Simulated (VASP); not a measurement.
# BN (F-43m) in VASP: a series of runs

The runs below take BN through single point, with r2SCAN.

Program: VASP 6.6.1. These are calculated values, not measurements. Logs are shortened: lines on timing, memory, paths and dates and some standing lists are left out, and cuts for length are marked.

**What was measured.**

From a printed reference work, monograph, for a bulk crystal of BN at 300 K: band gap 6.4 eV (indirect).

How close the calculation comes is told below.

## 1. The cell of the first run

The structure is cubic, space group F-43m (No. 216). The conventional cell has a = 3.610 Å, b = 3.610 Å, c = 3.610 Å, α = 90.00°, β = 90.00°, γ = 90.00°. B (site symmetry -43m) has 4 N at 1.56 Å within 2.1 Å. Within 2.1 Å of N (site symmetry -43m) lie 4 B at 1.56 Å.

## 2. Single point, r2SCAN

Contents of POSCAR:

```
BN
1.0
    0.0000000000      1.8048042025      1.8048042025
    1.8048042025      0.0000000000      1.8048042025
    1.8048042025      1.8048042025      0.0000000000
B N
1 1
Direct
    0.0000000000      0.0000000000      0.0000000000
    0.7500000000      0.7500000000      0.7500000000
```

Contents of INCAR.step1:

```
PREC     = Accurate       # precision mode
ENCUT    = 520            # plane-wave cutoff, eV
ISMEAR   = 0              # smearing method
SIGMA    = 0.05           # smearing width, eV
LREAL    = F              # projectors in reciprocal space
LASPH    = T              # aspherical terms in the spheres
NELM     = 60             # most SCF steps
NBANDS   = 11             # bands
GGA      = PE             # functional
ALGO     = Normal         # electronic algorithm
EDIFF    = 1E-4           # SCF threshold, eV
LWAVE    = T              # write WAVECAR
LCHARG   = F              # write CHGCAR
```

Contents of INCAR.step2:

```
PREC     = Accurate       # precision mode
ENCUT    = 520            # plane-wave cutoff, eV
EDIFF    = 1E-7           # SCF threshold, eV
ISMEAR   = 0              # smearing method
SIGMA    = 0.05           # smearing width, eV
LREAL    = F              # projectors in reciprocal space
LASPH    = T              # aspherical terms in the spheres
NELM     = 60             # most SCF steps
ALGO     = Normal         # electronic algorithm
ISIF     = 2              # what is computed and relaxed
LWAVE    = F              # write WAVECAR
LCHARG   = F              # write CHGCAR
METAGGA  = R2SCAN         # meta-GGA
LMIXTAU  = T            
NBANDS   = 11             # bands
ISTART   = 1
```

Contents of KPOINTS:

```
Automatic mesh
0
Gamma
  12 12 12
```

Potentials or basis: VASP PAW PBE potentials, release 64 (B, N).

Run with:

```sh
$ cat potpaw_PBE.64/B/POTCAR potpaw_PBE.64/N/POTCAR > POTCAR
$ cp INCAR.step1 INCAR
$ mpirun -np 1 vasp_std > vasp.out
$ cp INCAR.step2 INCAR
$ mpirun -np 1 vasp_std > vasp.out
```

OUTCAR:

```text
PREC = Accurate
   ENCUT = 520
   EDIFF = 1E-7
   ISMEAR = 0
   LREAL = F
   LASPH = T
   NELM = 60
   ISIF = 2
   METAGGA = R2SCAN
   ISTART = 1

 ion  position               nearest neighbor table
   1  0.000  0.000  0.000-   2 1.56   2 1.56   2 1.56   2 1.56
   2  0.750  0.750  0.750-   1 1.56   1 1.56   1 1.56   1 1.56

  LATTYP: Found a face centered cubic cell.
 ALAT       =     3.6096084050

  Lattice vectors:

 A1 = (   0.0000000000,   1.8048042025,   1.8048042025)
 A2 = (   1.8048042025,   0.0000000000,   1.8048042025)
 A3 = (   1.8048042025,   1.8048042025,   0.0000000000)

Analysis of symmetry for initial positions (statically):
=====================================================================
 Subroutine PRICEL returns:
 Original cell was already a primitive cell.

 Routine SETGRP: Setting up the symmetry group for a
 face centered cubic supercell.

 Subroutine GETGRP returns: Found 24 space group operations
 (whereof 24 operations were pure point group operations)
 out of a pool of 48 trial point group operations.

The static configuration has the point symmetry T_d .

Analysis of symmetry for dynamics (positions and initial velocities):
=====================================================================
 Subroutine PRICEL returns:
 Original cell was already a primitive cell.

 Routine SETGRP: Setting up the symmetry group for a
 face centered cubic supercell.

 Subroutine GETGRP returns: Found 24 space group operations
 (whereof 24 operations were pure point group operations)
 out of a pool of 48 trial point group operations.

The dynamic configuration has the point symmetry T_d .

 Subroutine INISYM returns: Found 24 space group operations
 (whereof 24 operations are pure point group operations),
 and found     1 'primitive' translations

----------------------------------------------------------------------------------------

                                     Primitive cell

  volume of cell :      11.7576

  direct lattice vectors                    reciprocal lattice vectors
     0.000000000  1.804804202  1.804804202    -0.277038362  0.277038362  0.277038362
     1.804804202  0.000000000  1.804804202     0.277038362 -0.277038362  0.277038362
     1.804804202  1.804804202  0.000000000     0.277038362  0.277038362 -0.277038362

  length of vectors
     2.552378581  2.552378581  2.552378581     0.479844519  0.479844519  0.479844519

  position of ions in fractional coordinates (direct lattice)
     0.000000000  0.000000000  0.000000000
     0.750000000  0.750000000  0.750000000

  ion indices of the primitive-cell ions
   primitive index   ion index
                 1           1
                 2           2

----------------------------------------------------------------------------------------

 KPOINTS: Automatic mesh

Automatic generation of k-mesh.
 Grid dimensions read from file:
 generate k-points for:   12   12   12

 Generating k-lattice:

  Cartesian coordinates                     Fractional coordinates (reciprocal lattice)
    -0.023086530  0.023086530  0.023086530     0.083333333  0.000000000  0.000000000
     0.023086530 -0.023086530  0.023086530     0.000000000  0.083333333  0.000000000
     0.023086530  0.023086530 -0.023086530     0.000000000  0.000000000  0.083333333

  Length of vectors
     0.039987043  0.039987043  0.039987043

  Shift w.r.t. Gamma in fractional coordinates (k-lattice)
     0.000000000  0.000000000  0.000000000

 Subroutine IBZKPT returns following result:
 ===========================================

 Found     72 irreducible k-points:

 Following reciprocal coordinates:
            Coordinates               Weight
  0.000000  0.000000  0.000000      1.000000
  0.083333  0.000000  0.000000      8.000000
  0.166667  0.000000  0.000000      8.000000
  0.250000  0.000000  0.000000      8.000000
  0.333333  0.000000  0.000000      8.000000
  0.416667  0.000000  0.000000      8.000000
[... 16 lines left out ...]
  0.500000  0.166667  0.000000     24.000000
 -0.416667  0.166667  0.000000     24.000000
 [... further k-points ...]
   k-points           NKPTS =     72   k-points in BZ     NKDIM =     72   number of bands    NBANDS=     11
   number of dos      NEDOS =    301   number of ions     NIONS =      2
   total plane-waves  NPLWV =   8000
   dimension x,y,z NGX =    20 NGY =   20 NGZ =   20
   dimension x,y,z NGXF=    40 NGYF=   40 NGZF=   40
   ions per type =               1   1
   NGX,Y,Z   is equivalent  to a cutoff of  13.03, 13.03, 13.03 a.u.
   NGXF,Y,Z  is equivalent  to a cutoff of  26.05, 26.05, 26.05 a.u.
 SYSTEM =  unknown system
   PREC   = accura    normal or accurate (medium, high low for compatibility)
   ISTART =      1    job   : 0-new  1-cont  2-samecut
   ICHARG =      0    charge: 1-file 2-atom 10-const
   ISPIN  =      1    spin polarized calculation?
   LNONCOLLINEAR =      F non collinear calculations
   LSORBIT =      F    spin-orbit coupling
   LASPH  =      T    aspherical Exc in radial PAW
   ENCUT  =  520.0 eV  38.22 Ry    6.18 a.u.   4.75  4.75  4.75*2*pi/ulx,y,z
   NELM   =     60;   NELMIN=  2; NELMDL=  0     # of ELM steps
   EDIFF  = 0.1E-06   stopping-criterion for ELM
   LREAL  =      F    real-space projection
   EDIFFG = 0.1E-05   stopping-criterion for IOM
   NSW    =      0    number of steps for IOM
   IBRION =     -1    ionic relax: 0-MD 1-quasi-New 2-CG
   NFREE  =      0    steps in history (QN), initial steepest desc. (CG)
   ISIF   =      2    stress and relaxation
   ISYM   =      2    0-nonsym 1-usesym 2-fastsym
   POTIM  = 0.5000    time-step for ionic-motion
   TEBEG  =    0.0;   TEEND  =   0.0 temperature during run
   PSTRESS=    0.0 pullay stress
   NELECT =       8.0000    total number of electrons
   NUPDOWN=      -1.0000    fix difference up-down
   EMIN   =  10.00;   EMAX   =-10.00  energy-range for DOS
   EFERMI =   0.00;   METHOD = LEGACY
   ISMEAR =     0;   SIGMA  =   0.05  broadening in eV -4-tet -1-fermi 0-gaus
   EFERMI_NEDOS =   21; number of points for ismear=-14 and -15
   IALGO  =     38    algorithm
   IMIX   =      4    mixing-type and parameters
     AMIX     =   0.40;   BMIX     =  1.00
     AMIX_MAG =   1.60;   BMIX_MAG =  1.00
  volume/ion in A,a.u.               =       5.88        39.67
  Fermi-wavevector in a.u.,A,eV,Ry     =   1.439897  2.721011 28.209002  2.073303
  Thomas-Fermi vector in A             =   2.558701
   LORBIT       =      0    0 simple, 1 ext, 2 COOP (PROOUT), +10 PAW based schemes
   METAGGA = R2SCAN    functional components
   LHFCALC =     F    Hartree Fock is set to
   AEXX    =    0.0000 exact exchange contribution
   IVDW    =     0    specifies the selected vdW correction
   LEPSILON=     F    determine dielectric tensor
   LRPA    =     F    only Hartree local field effects (RPA)
 non-spin polarized calculation
 Gauss-broadening in eV      SIGMA  =   0.05
  energy-cutoff  :      520.00
  volume of cell :       11.76
 maximum number of plane-waves:       332
   NGX =  9   NGY =  9   NGZ =  9

 number of electron       7.9999999 magnetization

 Free energy of the ion-electron system (eV)
  ---------------------------------------------------
  ext. energy  EPLUGINS =         0.00000000
  ---------------------------------------------------
  free energy    TOTEN  =       -19.17156066 eV

  energy without entropy =      -19.17156066  energy(sigma->0) =      -19.17156066

 E-fermi :   7.5475     XC(G=0): -13.6701

 val. band max:        7.2976231836   @ k =   0.0000   0.0000   0.0000
 cond. band min:      12.2792914914   @ k =   0.5000   0.5000   0.0000
 fundamental gap:      4.9816683078
 Fermi energy:         7.5474786003

 k-point     1 :       0.0000    0.0000    0.0000
  band No.  band energies     occupation
      1     -14.0456      2.00000
      2       7.2976      2.00000
      3       7.2976      2.00000
      4       7.2976      2.00000
      5      16.8459      0.00000
      6      16.8459      0.00000
      7      16.8459      0.00000
      8      18.4369      0.00000
      9      33.5185      0.00000
     10      36.0964      0.00000
     11      36.0964      0.00000

 k-point     2 :       0.0833    0.0000    0.0000
  band No.  band energies     occupation
      1     -13.8700      2.00000
      2       6.3423      2.00000
      3       7.1105      2.00000
      4       7.1105      2.00000
      5      17.0743      0.00000
      6      17.1350      0.00000
      7      17.1350      0.00000
      8      19.0249      0.00000
      9      33.3098      0.00000
     10      33.9745      0.00000
     11      33.9745      0.00000

 k-point     3 :       0.1667    0.0000    0.0000
  band No.  band energies     occupation
      1     -13.3502      2.00000
      2       4.1418      2.00000
      3       6.6538      2.00000
      4       6.6538      2.00000
      5      17.3946      0.00000
      6      17.8069      0.00000
      7      17.8069      0.00000
      8      20.4468      0.00000
      9      32.3664      0.00000
     10      32.3664      0.00000
     11      32.7285      0.00000

 k-point     4 :       0.2500    0.0000    0.0000
  band No.  band energies     occupation
      1     -12.5125      2.00000
      2       1.5604      2.00000
      3       6.1247      2.00000
      4       6.1247      2.00000
      5      17.6828      0.00000
      6      18.4430      0.00000
      7      18.4430      0.00000
      8      21.8986      0.00000
      9      31.9746      0.00000
     10      31.9746      0.00000
     11      32.1511      0.00000
[... 239 lines left out ...]
 k-point    22 :       0.4167    0.1667    0.0000
  band No.  band energies     occupation
      1     -10.5057      2.00000
      2      -1.2500      2.00000
      3       4.0155      2.00000
      4       4.2163      2.00000
      5      16.4949      0.00000
      6      20.5997      0.00000
      7      21.1365      0.00000
      8      22.0464      0.00000
      9      29.0189      0.00000
     10      35.0940      0.00000
     11      37.1467      0.00000

 k-point    23 :       0.5000    0.1667    0.0000
  band No.  band energies     occupation
      1      -9.5319      2.00000
      2      -2.8415      2.00000
      3       3.4028      2.00000
      4       4.2917      2.00000
      5      16.8542      0.00000
      6      20.5207      0.00000
      7      20.8622      0.00000
      8      23.4850      0.00000
      9      29.4225      0.00000
     10      35.3252      0.00000
     11      36.3725      0.00000

 k-point    24 :      -0.4167    0.1667    0.0000
  band No.  band energies     occupation
      1      -9.3494      2.00000
      2      -3.1104      2.00000
      3       2.9834      2.00000
      4       4.6211      2.00000
      5      17.3255      0.00000
      6      20.3704      0.00000
      7      20.4399      0.00000
      8      24.1778      0.00000
      9      29.7142      0.00000
     10      33.9275      0.00000
     11      35.6318      0.00000

 [... further k-points ...]

------------------------ aborting loop because EDIFF is reached ----------------------------------------

  FORCE on cell =-STRESS in cart. coord.  units (eV):
  Direction    XX          YY          ZZ          XY          YZ          ZX
  --------------------------------------------------------------------------------------
  -------------------------------------------------------------------------------------
  Total        0.0850709      0.0850709      0.0850709      0.0000000     -0.0000000      0.0000000
  in kB       11.5923492     11.5923492     11.5923492      0.0000000     -0.0000000      0.0000000
  external PRESSURE =      11.5923492 kB  Pullay stress =       0.0000000 kB

 VOLUME and BASIS-vectors are now :
 -----------------------------------------------------------------------------
  energy-cutoff  :      520.00
  volume of cell :       11.76
      direct lattice vectors                 reciprocal lattice vectors
     0.000000000  1.804804202  1.804804202    -0.277038362  0.277038362  0.277038362
     1.804804202  0.000000000  1.804804202     0.277038362 -0.277038362  0.277038362
     1.804804202  1.804804202  0.000000000     0.277038362  0.277038362 -0.277038362

 POSITION                                       TOTAL-FORCE (eV/Angst)
 -----------------------------------------------------------------------------------
      0.00000      0.00000      0.00000        -0.000000     -0.000000     -0.000000
      2.70721      2.70721      2.70721         0.000000      0.000000      0.000000
 -----------------------------------------------------------------------------------
    total drift:                               -0.000000     -0.000000     -0.000000

  FREE ENERGIE OF THE ION-ELECTRON SYSTEM (eV)
  ---------------------------------------------------
  free  energy   TOTEN  =       -19.1715606597 eV

  energy  without entropy=      -19.1715606597  energy(sigma->0) =      -19.17156066
```

Run time: 42 s. Hardware: 1 thread of Intel Xeon Platinum 8375C at 2.90GHz (Ice Lake), shared host; peak memory 0.12 GiB.

Results:

```yaml
Free_energy: -19.1716 eV
Pressure: 1.2 GPa
Band_gap_on_the_k_mesh: 4.98 eV, indirect (least direct gap 9.55 eV)
```

Levels at points of the mesh, in eV from the valence-band top:
```csv
k point,band 1,band 2,band 3,band 4,band 5,band 6,band 7,band 8,band 9
"(0.00, 0.00, 0.00)",-21.34,0.00,0.00,0.00,9.55,9.55,9.55,11.14,26.22
"(0.50, 0.00, 0.00)",-17.03,-11.13,-2.02,-2.02,10.85,11.49,11.49,16.45,24.94
"(0.50, 0.50, 0.00)",-15.60,-9.35,-5.12,-5.12,4.98,9.84,19.33,19.33,22.28
```

Caveat: the PAW data sets were made with another functional, which shifts forces and pressure a little.

## 3. Single point, r2SCAN

POSCAR is that of step 2.

Contents of INCAR.step1:

```
SYSTEM = BN
PREC = Accurate
ENCUT = 520
ISMEAR = 0
SIGMA = 0.05
LREAL = .FALSE.
LASPH = .TRUE.
NELM = 100
NBANDS = 11
GGA = PE
ALGO = Normal
EDIFF = 1E-4
LWAVE = .TRUE.
LCHARG = .FALSE.
```

Contents of INCAR.step2:

```
SYSTEM = BN
PREC = Accurate
ENCUT = 520
EDIFF = 1E-7
ISMEAR = 0
SIGMA = 0.05
LREAL = .FALSE.
LASPH = .TRUE.
NELM = 100
ALGO = Normal
ISIF = 2
LWAVE = .FALSE.
LCHARG = .FALSE.
METAGGA = R2SCAN
LMIXTAU = .TRUE.
NBANDS = 11
ISTART = 1
```

Contents of KPOINTS:

```
Automatic mesh
0
G
  12 12 12
  0 0 0
```

Potentials or basis: VASP PAW PBE potentials, release 64 (B, N).

Run with:

```sh
$ cat potpaw_PBE.64/B/POTCAR potpaw_PBE.64/N/POTCAR > POTCAR
$ cp INCAR.step1 INCAR
$ mpirun -np 1 vasp_std > vasp.out
$ cp INCAR.step2 INCAR
$ mpirun -np 1 vasp_std > vasp.out
```

It took 37 s on 1 thread of Intel Xeon Platinum 8375C at 2.90GHz (Ice Lake), shared host; peak memory 0.13 GiB.

The run converged. Its results:

```yaml
Free_energy: -19.1716 eV
Pressure: 1.2 GPa
Band_gap_on_the_k_mesh: 4.98 eV, indirect (least direct gap 9.55 eV)
```

Levels at points of the mesh, in eV from the valence-band top:
```tsv
k point	band 1	band 2	band 3	band 4	band 5	band 6	band 7	band 8	band 9
(0.00, 0.00, 0.00)	-21.34	0.00	0.00	0.00	9.55	9.55	9.55	11.14	26.22
(0.50, 0.00, 0.00)	-17.03	-11.13	-2.02	-2.02	10.85	11.49	11.49	16.45	24.94
(0.50, 0.50, 0.00)	-15.60	-9.35	-5.12	-5.12	4.98	9.84	19.33	19.33	22.28
```

Caveat: the PAW data sets were made with another functional, which shifts forces and pressure a little.

## 4. Single point, r2SCAN

POSCAR is that of step 3.

Contents of INCAR.step1:

```
  ALGO = Normal
  EDIFF = 1E-4
  ENCUT = 520
  GGA = PE
  ISMEAR = 0
  ISYM = 0
  LASPH = T
  LCHARG = F
  LREAL = F
  LWAVE = T
  NBANDS = 11
  NELM = 80
  PREC = Accurate
  SIGMA = 0.05
```

Contents of INCAR.step2:

```
  ALGO = Normal
  EDIFF = 1E-6
  ENCUT = 520
  ISIF = 2
  ISMEAR = 0
  ISTART = 1
  ISYM = 0
  LASPH = T
  LCHARG = T
  LELF = T
  LMIXTAU = T
  LREAL = F
  LVHAR = T
  LWAVE = F
  METAGGA = R2SCAN
  NBANDS = 11
  NELM = 80
  PREC = Accurate
  SIGMA = 0.05
```

Contents of KPOINTS:

```
Automatic mesh
0
Gamma
  12 12 12
  0.5 0.5 0.5
```

Run with:

```sh
$ cat potpaw_PBE.64/B/POTCAR potpaw_PBE.64/N/POTCAR > POTCAR
$ cp INCAR.step1 INCAR
$ mpirun -np 1 vasp_std > vasp.out
$ cp INCAR.step2 INCAR
$ mpirun -np 1 vasp_std > vasp.out
```

It took 24 min on 1 thread of Intel Xeon Platinum 8375C at 2.90GHz (Ice Lake), shared host; peak memory 0.51 GiB.

Results (log left out):

```yaml
Free_energy: -19.1716 eV
Pressure: 1.1 GPa
Band_gap_on_the_k_mesh: 5.19 eV, indirect (least direct gap 9.61 eV)
```

Levels at points of the mesh, in eV from the valence-band top:
```
           k point  band 2  band 3  band 4  band 5  band 6  band 7
(0.04, 0.04, 0.04)   -0.21    0.00    0.00    9.67    9.67    9.67
```

Caveat: the PAW data sets were made with another functional, which shifts forces and pressure a little.

## 5. How close it comes

Step 2. A measured gap of BN is 6.4 eV (indirect; 300 K; a printed reference work, monograph); the calculated 4.98 eV misses it by -1.42 eV. The value is that of r2SCAN on a finite k mesh, which can miss the band edges, without temperature or zero-point motion.

Step 3. Against the measured gap of BN, 6.4 eV (indirect; 300 K; a printed reference work, monograph), the calculated 4.98 eV is off by -1.42 eV. The value is that of r2SCAN on a finite k mesh, which can miss the band edges, without temperature or zero-point motion.

Step 4. Against the measured gap of BN, 6.4 eV (indirect; 300 K; a printed reference work, monograph), the calculated 5.19 eV is off by -1.21 eV. The value is that of r2SCAN on a finite k mesh, which can miss the band edges, without temperature or zero-point motion.
